The energy change is the energy per atom of a strained SrTiO₃ crystal less that of the unstrained cubic one. The strain is imposed equally on the a and b edges, and the length of c is then relaxed until no stress is left along it. A thin film locked to a substrate is held in this way: the substrate fixes the plane, and the free surface leaves c to find its own length. The energies and stresses come from density-functional theory with a Hubbard correction on titanium, and a positive stress means compression.

Five-atom perovskite cell of SrTiO3, strained equally along a and b from the cubic a = 3.947 Å, with c and the atoms relaxed within the symmetry. Ansatz 0.2.0, PBE+U with an effective U of 4 eV on Ti d, scalar-relativistic plane-wave PAW, no spin polarisation, cutoff 420 eV, k mesh 8×8×8. Stress is positive in compression, and stress yy equals stress xx.

```
strain (%)  energy change (meV/atom)  volume change (%)  c over a  stress xx (GPa)  stress zz (GPa)
      -4.5                      62.6              -5.78     1.082            19.94             0.00
      -3.0                      26.3              -3.92     1.053            12.17             0.00
      -1.5                       6.2              -2.00     1.026             5.60             0.01
         0                       0.0               0.00     1.000             0.01             0.01
       1.5                       5.6               2.09     0.976            -4.76            -0.01
       3.0                      21.5               4.25     0.954            -8.81             0.01
       4.5                      46.3               6.51     0.933           -12.28             0.00
```

The two end rows show the whole behaviour. When the plane is squeezed by 4.5 %, c grows by 3.3 %; when it is stretched by 4.5 %, c shrinks by only 2.5 %. Neither change comes near to saving the volume, which would take a growth of almost 10 % in the first case. The rows between them follow smoothly, and none falls out of line.

The partial answer of c follows from how the atoms touch. Straight Ti–O–Ti chains run along each of the three axes, and if each were a separate spring, c would keep its length when a and b change. Something has to link the axes. The plainest link is the slanted Sr–O and O–O contacts, which have one leg in the plane and one along c. Squeezing the plane shortens them, and they push c outwards until the c chain pulls back equally hard.

The geometry shows this compromise. At −4.5 % the slanted distance would fall from 2.791 to 2.729 Å if c were held, but with c free it comes back to 2.776 Å, about three quarters of the way. At +4.5 % it would grow to 2.854 Å with c held, and the shortening of c takes back only about half of that growth. That these contacts carry much of the link is a physical argument. Long-range forces between the ions and the bonding of titanium to its six oxygens are expected to couple the axes too, and the calculation gives only the sum.

For small strains the balance along c is that of ordinary elasticity. With e for the strain in the plane, e_c for that of c, C11 for the stiffness of one axis and C12 for the coupling between two axes,

C11 · e_c + 2 · C12 · e = 0

The c lengths at ±1.5 % give e_c ≈ −0.64 e. This simple law makes the two sides mirror images, which the table contradicts: the response of c, relative to the strain, falls from row to row on the way from compression to tension.

The likeliest reason is that an axis is not an ideal spring. Closed electron shells repel ever more steeply as they approach, whereas the pull that holds atoms together weakens as they part, so an axis is stiff when shortened and soft when lengthened. In compression c is the lengthened axis and yields easily; in tension it is the shortened one and resists. The model therefore keeps the coupling constant and gives each axis a Morse-like force in place of the first term,

C11 · [exp(−b·e_c) − exp(−2b·e_c)] / b

Its stiffness C11 = 309 GPa and its constant b = 4.2 were fitted to the stress in the plane in all seven rows, with C12 tied to C11 by the small-strain response.

The length of c at large strain was not a target of that fit, though it entered through the small coupling term. At a strain of 4.5 % the coupling acts on c with 2 × 98.55 GPa × 0.045 = 8.87 GPa, inwards in tension and outwards in compression. An ideal spring would answer with 8.87/309.2, or 2.9 %, either way. The Morse-like axis shortens by 2.5 %, as in the table, but lengthens by 3.6 %.

That last value is too large by about 0.3 percentage points, so the model has the right direction but exaggerates the effect in the most compressed row. A plain power law between c and a misses there by about as much on the other side. To mend this through the coupling alone, the coupling would have to weaken in compression, although the slanted contacts are then shorter; the shape assumed for the force of the lengthened axis may be at fault instead. Neither has been tested. The analysis printed below gives the comparison for every row.

The same lopsided stiffness explains the cost. Under compression the two edges that carry most of the strain are both on their stiff side, and the energy reaches 62.6 meV/atom against 46.3 under equal tension. The stress in the plane differs even more, 19.94 against 12.28 GPa in size. Had c been clamped at its old length, the energy would have been higher on both sides, because relaxing c can only lower it.

A real film should be matched to these rows by its strain, not by the edge of its substrate in ångström, since PBE tends to make lattice constants too long. Even then the curves are only an elastic background. The relaxation kept every atom on its symmetric site, so titanium could not move off centre and the oxygen octahedra could not rotate, although SrTiO₃ is known to be prone to both. The rise of c over a to 1.082 is thus no sign of ferroelectricity: it appears here in a crystal that was not allowed to become polar.

The analysis program printed:

```
Response of c and of the stress, zero row from the slope between its neighbours:
   row  c strain %  minus c strain over strain  area change %  stress over strain GPa  slanted Sr-O A  slanted Sr-O with c held A
  -4.5       3.309                      0.7352         -8.798                   443.1           2.776                       2.729
  -3.0       2.115                       0.705          -5.91                   405.7            2.78                       2.749
  -1.5       1.007                      0.6717         -2.977                   373.3           2.784                        2.77
   0.0           0                      0.6375              0                   345.3           2.791                       2.791
   1.5     -0.9051                      0.6034          3.022                   317.3           2.799                       2.812
   3.0      -1.734                      0.5781           6.09                   293.7           2.809                       2.833
   4.5      -2.466                      0.5479          9.202                   272.9           2.821                       2.854
fit of pull on 7 rows: coefficient of ((exp(-s*eps) - exp(-2*s*eps))/s + r0*(eps + epc)/2) 309.2 +/- 0.22, s 4.179; rms 0.0169, worst -4.5 0.0257, leave-one-out rms 0.0293
Models:
   row  c strain chain model %  its miss  miss constant ratio  miss power law  energy chain model meV/atom  energy harmonic meV/atom
  -4.5                    3.59     0.281              -0.4396         -0.3295                        62.24                     53.61
  -3.0                   2.194   0.07886              -0.2024         -0.1541                        26.31                     23.83
  -1.5                   1.019   0.01185             -0.05118        -0.03928                        6.258                     5.957
   0.0                       0         0                    0               0                            0                         0
   1.5                 -0.9036   0.00154             -0.05118        -0.03959                        5.675                     5.957
   3.0                  -1.717   0.01729              -0.1783         -0.1325                        21.64                     23.83
   4.5                  -2.458  0.007441              -0.4034         -0.3017                        46.47                     53.61
C11 from the chain model, GPa: 309.2
C12 from the chain model, GPa: 98.55
bulk modulus from mean stress and volume at -1.5 and +1.5 %, GPa: 168.9
energy at -4.5 % over energy at +4.5 %: 1.352
size of stress xx at -4.5 % over that at +4.5 %: 1.624
same ratio for force per unstrained area: 1.572
rms miss of c strain, chain model, percentage points: 0.1106
rms miss of c strain, constant ratio, percentage points: 0.249
rms miss of c strain, power law, percentage points: 0.1867
rms miss of energy, chain model, meV/atom: 0.1647
```
